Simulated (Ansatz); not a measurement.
Consider the substitution at a C–N bond: `BNC(C)=O` + acetic acid → `CC(=O)OC(C)=O` + `BN`.

Isolated molecules relaxed with PBE0-D4/def2-TZVP in Ansatz; ΔE leaves out vibrations. CCSD(T)/CBS adds triple-zeta CCSD(T) − MP2 to the extrapolated MP2 energy (def2 sets, frozen cores). This one scheme is used for every species. Functionals use def2-TZVPP. B3LYP here is the variant with VWN-RPA as its local correlation; programs differ in this. One conformer a species, not always the lowest.

Q: Is it downhill or uphill in electronic energy at CCSD(T)/CBS, and by how much? (An estimate is asked.)

A: Computed: Uphill: ΔE = +0.25 eV.

Q: What do these levels give: r2SCAN-D4, PBE0-D4, PBE, r2SCAN, PBE0, B3LYP, HF/def2-TZVPP, MP2/def2-TZVPP, CCSD(T)/def2-TZVPP, HF/def2-QZVPP, MP2/CBS(def2), CCSD/CBS(def2)? (Best estimate.)

A: Computed: r2SCAN-D4 0.23, PBE0-D4 0.27, PBE 0.24, r2SCAN 0.23, PBE0 0.28, B3LYP 0.24, HF/def2-TZVPP 0.30, MP2/def2-TZVPP 0.24, CCSD(T)/def2-TZVPP 0.23, HF/def2-QZVPP 0.30, MP2/CBS(def2) 0.27, CCSD/CBS(def2) 0.27 eV.

Largest T1 diagnostic among the species: 0.015.

From PBE to PBE0 (25 % exact exchange), in def2-TZVPP and without D4, ΔE moves by +0.04 eV. In def2-TZVPP, CCSD(T) changes the Hartree–Fock value by −0.08 eV (the triples alone add −0.02 eV) and MP2 by −0.06 eV.
